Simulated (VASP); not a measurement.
# GaN (F-43m) in VASP: further runs

Aim: see how the results for GaN move with the level of theory and the settings. Levels: PBEsol, r2SCAN, TB-mBJ. Tasks: band structure.

Everything below comes from runs of VASP 6.6.1. Logs are shortened: lines on timing, memory, paths and dates and some standing lists are left out, and cuts for length are marked.

**The experiment to reproduce.**

A printed reference work, textbook reports, for a bulk crystal of GaN at 0 K: band gap 3.299 eV (direct).

The runs below are set against these values where they give the same quantity.

## 1. Starting point

Symmetry: F-43m, No. 216, cubic system. The conventional cell has a = 4.494 Å, b = 4.494 Å, c = 4.494 Å, α = 90.00°, β = 90.00°, γ = 90.00°. Ga (site symmetry -43m) is surrounded by 4 N at 1.95 Å. N (site symmetry -43m) is surrounded by 4 Ga at 1.95 Å.

The cell is a database's computed one.

## 2. Band structure, PBEsol

Contents of POSCAR:

```
GaN
1.0
    0.0000000000      2.2472400000      2.2472400000
    2.2472400000      0.0000000000      2.2472400000
    2.2472400000      2.2472400000      0.0000000000
Ga N
1 1
Direct
    0.0000000000      0.0000000000      0.0000000000
    0.2500000000      0.2500000000      0.2500000000
```

Contents of INCAR.step1:

```
ALGO = Normal ; EDIFF = 1E-6
ENCUT = 520 ; GGA = PS
ISIF = 2 ; ISMEAR = 0
LASPH = T ; LCHARG = T
LREAL = F ; LWAVE = F
NBANDS = 16 ; NELM = 80
PREC = Accurate ; SIGMA = 0.02
```

Contents of KPOINTS.step1:

```
k-points
0
Gamma
  10 10 10
```

Contents of INCAR.step2:

```
ALGO = Normal ; EDIFF = 1E-6
ENCUT = 520 ; GGA = PS
ICHARG = 11 ; ISIF = 2
ISMEAR = 0 ; LASPH = T
LCHARG = F ; LREAL = F
LWAVE = F ; NBANDS = 16
NELM = 80 ; PREC = Accurate
SIGMA = 0.05
```

Contents of KPOINTS.step2:

```
path GXWKGLUWLK,UX
15
line-mode
reciprocal
 0.0000000000  0.0000000000  0.0000000000  G
 0.5000000000  0.0000000000  0.5000000000  X

 0.5000000000  0.0000000000  0.5000000000  X
 0.5000000000  0.2500000000  0.7500000000  W

 0.5000000000  0.2500000000  0.7500000000  W
 0.3750000000  0.3750000000  0.7500000000  K

 0.3750000000  0.3750000000  0.7500000000  K
 0.0000000000  0.0000000000  0.0000000000  G

 0.0000000000  0.0000000000  0.0000000000  G
 0.5000000000  0.5000000000  0.5000000000  L

 0.5000000000  0.5000000000  0.5000000000  L
 0.6250000000  0.2500000000  0.6250000000  U

 0.6250000000  0.2500000000  0.6250000000  U
 0.5000000000  0.2500000000  0.7500000000  W

 0.5000000000  0.2500000000  0.7500000000  W
 0.5000000000  0.5000000000  0.5000000000  L

 0.5000000000  0.5000000000  0.5000000000  L
 0.3750000000  0.3750000000  0.7500000000  K

 0.6250000000  0.2500000000  0.6250000000  U
 0.5000000000  0.0000000000  0.5000000000  X
```

Potentials or basis: VASP PAW PBE potentials, release 64 (Ga_d, N).

Command:

```bash
> cat potpaw_PBE.64/Ga_d/POTCAR potpaw_PBE.64/N/POTCAR > POTCAR
> cp INCAR.step1 INCAR
> cp KPOINTS.step1 KPOINTS
> mpirun -np 1 vasp_std > vasp.out
> cp INCAR.step2 INCAR
> cp KPOINTS.step2 KPOINTS
> mpirun -np 1 vasp_std > vasp.out
```

OUTCAR:

```text
EDIFF = 1E-6
   ENCUT = 520
   GGA = PS
   ICHARG = 11
   ISIF = 2
   ISMEAR = 0
   LASPH = T
   LREAL = F
   NELM = 80
   PREC = Accurate

 ion  position               nearest neighbor table
   1  0.000  0.000  0.000-   2 1.95   2 1.95   2 1.95   2 1.95
   2  0.250  0.250  0.250-   1 1.95   1 1.95   1 1.95   1 1.95

  LATTYP: Found a face centered cubic cell.
 ALAT       =     4.4944800000

  Lattice vectors:

 A1 = (   0.0000000000,   2.2472400000,   2.2472400000)
 A2 = (   2.2472400000,   0.0000000000,   2.2472400000)
 A3 = (   2.2472400000,   2.2472400000,   0.0000000000)

Analysis of symmetry for initial positions (statically):
=====================================================================
 Subroutine PRICEL returns:
 Original cell was already a primitive cell.

 Routine SETGRP: Setting up the symmetry group for a
 face centered cubic supercell.

 Subroutine GETGRP returns: Found 24 space group operations
 (whereof 24 operations were pure point group operations)
 out of a pool of 48 trial point group operations.

The static configuration has the point symmetry T_d .

Analysis of symmetry for dynamics (positions and initial velocities):
=====================================================================
 Subroutine PRICEL returns:
 Original cell was already a primitive cell.

 Routine SETGRP: Setting up the symmetry group for a
 face centered cubic supercell.

 Subroutine GETGRP returns: Found 24 space group operations
 (whereof 24 operations were pure point group operations)
 out of a pool of 48 trial point group operations.

The dynamic configuration has the point symmetry T_d .

 Subroutine INISYM returns: Found 24 space group operations
 (whereof 24 operations are pure point group operations),
 and found     1 'primitive' translations

----------------------------------------------------------------------------------------

                                     Primitive cell

  volume of cell :      22.6975

  direct lattice vectors                    reciprocal lattice vectors
     0.000000000  2.247240000  2.247240000    -0.222495150  0.222495150  0.222495150
     2.247240000  0.000000000  2.247240000     0.222495150 -0.222495150  0.222495150
     2.247240000  2.247240000  0.000000000     0.222495150  0.222495150 -0.222495150

  length of vectors
     3.178077286  3.178077286  3.178077286     0.385372904  0.385372904  0.385372904

  position of ions in fractional coordinates (direct lattice)
     0.000000000  0.000000000  0.000000000
     0.250000000  0.250000000  0.250000000

  ion indices of the primitive-cell ions
   primitive index   ion index
                 1           1
                 2           2

----------------------------------------------------------------------------------------

 KPOINTS: path GXWKGLUWLK,UX

Interpolating k-points between supplied coordinates.

 Line segments in fractional coordinates (reciprocal lattice):
    0.000000  0.000000  0.000000  ...  0.500000  0.000000  0.500000
    0.500000  0.000000  0.500000  ...  0.500000  0.250000  0.750000
    0.500000  0.250000  0.750000  ...  0.375000  0.375000  0.750000
    0.375000  0.375000  0.750000  ...  0.000000  0.000000  0.000000
    0.000000  0.000000  0.000000  ...  0.500000  0.500000  0.500000
    0.500000  0.500000  0.500000  ...  0.625000  0.250000  0.625000
    0.625000  0.250000  0.625000  ...  0.500000  0.250000  0.750000
    0.500000  0.250000  0.750000  ...  0.500000  0.500000  0.500000
    0.500000  0.500000  0.500000  ...  0.375000  0.375000  0.750000
    0.625000  0.250000  0.625000  ...  0.500000  0.000000  0.500000

 Generated    15 points on each line segment, for a total of    150 k-points:

 Following reciprocal coordinates:
            Coordinates               Weight
  0.000000  0.000000  0.000000      0.006667
  0.035714  0.000000  0.035714      0.006667
  0.071429  0.000000  0.071429      0.006667
  0.107143  0.000000  0.107143      0.006667
  0.142857  0.000000  0.142857      0.006667
  0.178571  0.000000  0.178571      0.006667
[... 16 lines left out ...]
  0.500000  0.125000  0.625000      0.006667
  0.500000  0.142857  0.642857      0.006667
 [... further k-points ...]
   k-points           NKPTS =    150   k-points in BZ     NKDIM =    150   number of bands    NBANDS=     16
   number of dos      NEDOS =    301   number of ions     NIONS =      2
   total plane-waves  NPLWV =  13824
   dimension x,y,z NGX =    24 NGY =   24 NGZ =   24
   dimension x,y,z NGXF=    48 NGYF=   48 NGZF=   48
   ions per type =               1   1
   NGX,Y,Z   is equivalent  to a cutoff of  12.55, 12.55, 12.55 a.u.
   NGXF,Y,Z  is equivalent  to a cutoff of  25.11, 25.11, 25.11 a.u.
 SYSTEM =  unknown system
   PREC   = accura    normal or accurate (medium, high low for compatibility)
   ISTART =      0    job   : 0-new  1-cont  2-samecut
   ICHARG =     11    charge: 1-file 2-atom 10-const
   ISPIN  =      1    spin polarized calculation?
   LNONCOLLINEAR =      F non collinear calculations
   LSORBIT =      F    spin-orbit coupling
   LASPH  =      T    aspherical Exc in radial PAW
   ENCUT  =  520.0 eV  38.22 Ry    6.18 a.u.   5.91  5.91  5.91*2*pi/ulx,y,z
   NELM   =     80;   NELMIN=  2; NELMDL=  0     # of ELM steps
   EDIFF  = 0.1E-05   stopping-criterion for ELM
   LREAL  =      F    real-space projection
   EDIFFG = 0.1E-04   stopping-criterion for IOM
   NSW    =      0    number of steps for IOM
   IBRION =     -1    ionic relax: 0-MD 1-quasi-New 2-CG
   NFREE  =      0    steps in history (QN), initial steepest desc. (CG)
   ISIF   =      2    stress and relaxation
   ISYM   =      2    0-nonsym 1-usesym 2-fastsym
   POTIM  = 0.5000    time-step for ionic-motion
   TEBEG  =    0.0;   TEEND  =   0.0 temperature during run
   PSTRESS=    0.0 pullay stress
   NELECT =      18.0000    total number of electrons
   NUPDOWN=      -1.0000    fix difference up-down
   EMIN   =  10.00;   EMAX   =-10.00  energy-range for DOS
   EFERMI =   0.00;   METHOD = LEGACY
   ISMEAR =     0;   SIGMA  =   0.05  broadening in eV -4-tet -1-fermi 0-gaus
   EFERMI_NEDOS =   21; number of points for ismear=-14 and -15
   IALGO  =     38    algorithm
   IMIX   =      4    mixing-type and parameters
     AMIX     =   0.40;   BMIX     =  1.00
     AMIX_MAG =   1.60;   BMIX_MAG =  1.00
  volume/ion in A,a.u.               =      11.35        76.59
  Fermi-wavevector in a.u.,A,eV,Ry     =   1.515326  2.863552 31.241893  2.296214
  Thomas-Fermi vector in A             =   2.624865
   LORBIT       =      0    0 simple, 1 ext, 2 COOP (PROOUT), +10 PAW based schemes
   GGA     = PS    functional components
   LHFCALC =     F    Hartree Fock is set to
   AEXX    =    0.0000 exact exchange contribution
   IVDW    =     0    specifies the selected vdW correction
   LEPSILON=     F    determine dielectric tensor
   LRPA    =     F    only Hartree local field effects (RPA)
 non-spin polarized calculation
 Gauss-broadening in eV      SIGMA  =   0.05
  energy-cutoff  :      520.00
  volume of cell :       22.70
 maximum number of plane-waves:       628
 NGX is ok and might be reduce to    24

 number of electron      18.0000010 magnetization

 Free energy of the ion-electron system (eV)
  ---------------------------------------------------
  ext. energy  EPLUGINS =         0.00000000
  ---------------------------------------------------
  free energy    TOTEN  =       -13.48929741 eV

  energy without entropy =      -13.48929741  energy(sigma->0) =      -13.48929741

 E-fermi :   5.5518     XC(G=0): -11.9468

 val. band max:        5.2380257518   @ k =   0.0000   0.0000   0.0000
 cond. band min:       6.9766926081   @ k =   0.0000   0.0000   0.0000
 fundamental gap:      1.7386668563
 Fermi energy:         5.5518300247

 k-point     1 :       0.0000    0.0000    0.0000
  band No.  band energies     occupation
      1     -10.7641      2.00000
      2      -8.1711      2.00000
      3      -8.1711      2.00000
      4      -8.1711      2.00000
      5      -7.8336      2.00000
      6      -7.8336      2.00000
[... 8 lines left out ...]
     15      23.9972      0.00000
     16      23.9972      0.00000

 k-point     2 :       0.0357    0.0000    0.0357
  band No.  band energies     occupation
      1     -10.7439      2.00000
      2      -8.1676      2.00000
      3      -8.1676      2.00000
      4      -8.1673      2.00000
      5      -7.8352      2.00000
      6      -7.8326      2.00000
[... 8 lines left out ...]
     15      23.2491      0.00000
     16      24.0883      0.00000

 k-point     3 :       0.0714    0.0000    0.0714
  band No.  band energies     occupation
      1     -10.6847      2.00000
      2      -8.1573      2.00000
      3      -8.1573      2.00000
      4      -8.1552      2.00000
      5      -7.8397      2.00000
      6      -7.8297      2.00000
[... 8 lines left out ...]
     15      23.5704      0.00000
     16      24.3602      0.00000

 k-point     4 :       0.1071    0.0000    0.1071
  band No.  band energies     occupation
      1     -10.5900      2.00000
      2      -8.1405      2.00000
      3      -8.1405      2.00000
      4      -8.1328      2.00000
      5      -7.8457      2.00000
      6      -7.8249      2.00000
[... 8 lines left out ...]
     15      24.3633      0.00000
     16      24.8079      0.00000

 k-point     5 :       0.1429    0.0000    0.1429
  band No.  band energies     occupation
      1     -10.4661      2.00000
      2      -8.1177      2.00000
      3      -8.1177      2.00000
      4      -8.0981      2.00000
      5      -7.8496      2.00000
      6      -7.8186      2.00000
[... 8 lines left out ...]
     15      25.3448      0.00000
     16      25.4240      0.00000

 k-point     6 :       0.1786    0.0000    0.1786
  band No.  band energies     occupation
      1     -10.3225      2.00000
      2      -8.0898      2.00000
      3      -8.0898      2.00000
      4      -8.0532      2.00000
      5      -7.8407      2.00000
      6      -7.8110      2.00000
[... 8 lines left out ...]
     15      25.9148      0.00000
     16      26.1979      0.00000
[... 267 lines left out ...]
 k-point    21 :       0.5000    0.0893    0.5893
  band No.  band energies     occupation
      1      -9.6090      2.00000
      2      -8.0671      2.00000
      3      -7.8967      2.00000
      4      -7.8529      2.00000
      5      -7.7662      2.00000
      6      -6.0734      2.00000
[... 8 lines left out ...]
     15      27.5443      0.00000
     16      28.3885      0.00000

 k-point    22 :       0.5000    0.1071    0.6071
  band No.  band energies     occupation
      1      -9.6088      2.00000
      2      -8.0604      2.00000
      3      -7.9115      2.00000
      4      -7.8519      2.00000
      5      -7.7715      2.00000
      6      -6.0410      2.00000
[... 8 lines left out ...]
     15      27.7119      0.00000
     16      27.7563      0.00000

 k-point    23 :       0.5000    0.1250    0.6250
  band No.  band energies     occupation
      1      -9.6086      2.00000
      2      -8.0530      2.00000
      3      -7.9267      2.00000
      4      -7.8506      2.00000
      5      -7.7774      2.00000
      6      -6.0071      2.00000
[... 8 lines left out ...]
     15      27.1420      0.00000
     16      27.8867      0.00000

 k-point    24 :       0.5000    0.1429    0.6429
  band No.  band energies     occupation
      1      -9.6084      2.00000
      2      -8.0455      2.00000
      3      -7.9414      2.00000
      4      -7.8489      2.00000
      5      -7.7840      2.00000
      6      -5.9734      2.00000
[... 8 lines left out ...]
     15      26.5578      0.00000
     16      28.0646      0.00000

 [... further k-points ...]
[... 5 lines left out ...]
  --------------------------------------------------------------------------------------
  -------------------------------------------------------------------------------------
  Total       -1.7223583     -1.7223583     -1.7223583     -0.0000000     -0.0000000      0.0000000
  in kB     -121.5781998   -121.5781998   -121.5781998     -0.0000000     -0.0000000      0.0000000
  external PRESSURE =    -121.5781998 kB  Pullay stress =       0.0000000 kB

 VOLUME and BASIS-vectors are now :
 -----------------------------------------------------------------------------
  energy-cutoff  :      520.00
  volume of cell :       22.70
      direct lattice vectors                 reciprocal lattice vectors
     0.000000000  2.247240000  2.247240000    -0.222495150  0.222495150  0.222495150
     2.247240000  0.000000000  2.247240000     0.222495150 -0.222495150  0.222495150
     2.247240000  2.247240000  0.000000000     0.222495150  0.222495150 -0.222495150

 POSITION                                       TOTAL-FORCE (eV/Angst)
 -----------------------------------------------------------------------------------
      0.00000      0.00000      0.00000        -0.000000     -0.000000     -0.000000
      1.12362      1.12362      1.12362         0.000000      0.000000      0.000000
 -----------------------------------------------------------------------------------
    total drift:                                0.000001      0.000001      0.000001

  FREE ENERGIE OF THE ION-ELECTRON SYSTEM (eV)
  ---------------------------------------------------
  free  energy   TOTEN  =       -13.4892974133 eV

  energy  without entropy=      -13.4892974133  energy(sigma->0) =      -13.48929741
```

It took 21 s on 1 thread of Intel Xeon Platinum 8488C (Sapphire Rapids), shared host; peak memory 0.17 GiB.

Results:

```yaml
Band_gap_on_the_k_mesh: 1.74 eV, direct
Band_gap_along_the_path: 1.74 eV, direct
```

Levels at the corners of the path, in eV from the valence-band top:
```tsv
point	band 5	band 6	band 7	band 8	band 9	band 10	band 11	band 12	band 13	band 14
Γ	-13.07	-13.07	0.00	0.00	0.00	1.74	10.26	10.26	10.26	17.50
X	-12.99	-11.40	-6.21	-2.76	-2.76	3.23	6.61	11.64	13.97	13.97
X	-12.99	-11.40	-6.21	-2.76	-2.76	3.23	6.61	11.64	13.97	13.97
W	-13.06	-11.09	-5.78	-3.78	-3.74	6.14	8.44	10.25	10.98	15.28
W	-13.06	-11.09	-5.78	-3.78	-3.74	6.14	8.44	10.25	10.98	15.28
K	-13.03	-11.22	-5.95	-4.36	-2.22	4.90	7.88	11.00	12.83	13.57
K	-13.03	-11.22	-5.95	-4.36	-2.22	4.90	7.88	11.00	12.83	13.57
Γ	-13.07	-13.07	0.00	0.00	0.00	1.74	10.26	10.26	10.26	17.50
Γ	-13.07	-13.07	0.00	0.00	0.00	1.74	10.26	10.26	10.26	17.50
L	-13.02	-11.83	-7.17	-0.99	-0.99	4.62	8.68	10.31	10.31	15.51
L	-13.02	-11.83	-7.17	-0.99	-0.99	4.62	8.68	10.31	10.31	15.51
U	-13.03	-11.22	-5.95	-4.36	-2.22	4.90	7.88	11.00	12.83	13.57
U	-13.03	-11.22	-5.95	-4.36	-2.22	4.90	7.88	11.00	12.83	13.57
W	-13.06	-11.09	-5.78	-3.78	-3.74	6.14	8.44	10.25	10.98	15.28
W	-13.06	-11.09	-5.78	-3.78	-3.74	6.14	8.44	10.25	10.98	15.28
L	-13.02	-11.83	-7.17	-0.99	-0.99	4.62	8.68	10.31	10.31	15.51
L	-13.02	-11.83	-7.17	-0.99	-0.99	4.62	8.68	10.31	10.31	15.51
K	-13.03	-11.22	-5.95	-4.36	-2.22	4.90	7.88	11.00	12.83	13.57
U	-13.03	-11.22	-5.95	-4.36	-2.22	4.90	7.88	11.00	12.83	13.57
X	-12.99	-11.40	-6.21	-2.76	-2.76	3.23	6.61	11.64	13.97	13.97
```

Caveat: the log is that of the step along the path at fixed density, whose energy, stress, charges and moments have no meaning; the PAW data sets were made with another functional, which shifts forces and pressure a little.

[end of part 1 of 2]
